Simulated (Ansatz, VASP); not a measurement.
One calculation of Hf, two programs

```
Hf
1.0
    -1.74325    1.74325    1.74325
     1.74325   -1.74325    1.74325
     1.74325    1.74325   -1.74325
Hf
1
Direct
  0.00000 0.00000 0.00000
```

This isn't the form of Hf at room conditions, which is hcp.

Alike in both runs: task single point; functional PBEsol; k mesh 8 × 8 × 8; occupations gaussian, width 0.05 eV; no spin polarisation.

|  | VASP | Ansatz |
| --- | --- | --- |
| version | VASP 6.6.1 | Ansatz 0.2.0 |
| potentials or method | VASP PAW PBE potentials, release 64 (Hf_pv) | plane waves, PAW |
| plane-wave cutoff (eV) | 520 | 420 |
| valence electrons in the cell | 10 | 26 |

```csv
,VASP,Ansatz,Ansatz less VASP
pressure (GPa),0.5,0.7,+0.24
```

The two sets of potentials don't hold the same shells in valence.

Caveats: the PAW data sets were made with another functional, which shifts forces and pressure a little (VASP). Spin-orbit coupling is left out, which matters for the levels of Hf.
